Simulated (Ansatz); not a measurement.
Crystal: GaN.

```
Ga N
1.0
     0.00000    2.25350    2.25350
     2.25350    0.00000    2.25350
     2.25350    2.25350    0.00000
Ga N
1 1
Direct
  0.00000 0.00000 0.00000
  0.25000 0.25000 0.25000
```

The cell is a database's computed one.

Base run:

* Program: Ansatz 0.2.0
* Functional: PBEsol
* Potentials or basis: all-electron LAPW, non-relativistic
* Cutoff: 421 eV (chosen from the basis error)
* Basis error allowed: 0.001 eV/atom
* k mesh: 10 × 10 × 10
* Occupations: fermi-dirac, width 0.05 eV
* Spin: no spin polarisation

Its results: band gap on the k mesh 1.86 eV, direct; pressure 0.4 GPa.

**Question.** The run is repeated on the same cell with these changes: potentials or basis from all-electron LAPW, non-relativistic to all-electron LAPW, inner shells corrected to Dirac's equation. What comes out?

**Answer.** Band gap on the k mesh 1.68 eV, direct; pressure -1.1 GPa.

Caveats: relativity is left out, which matters for the heavier elements (some runs).
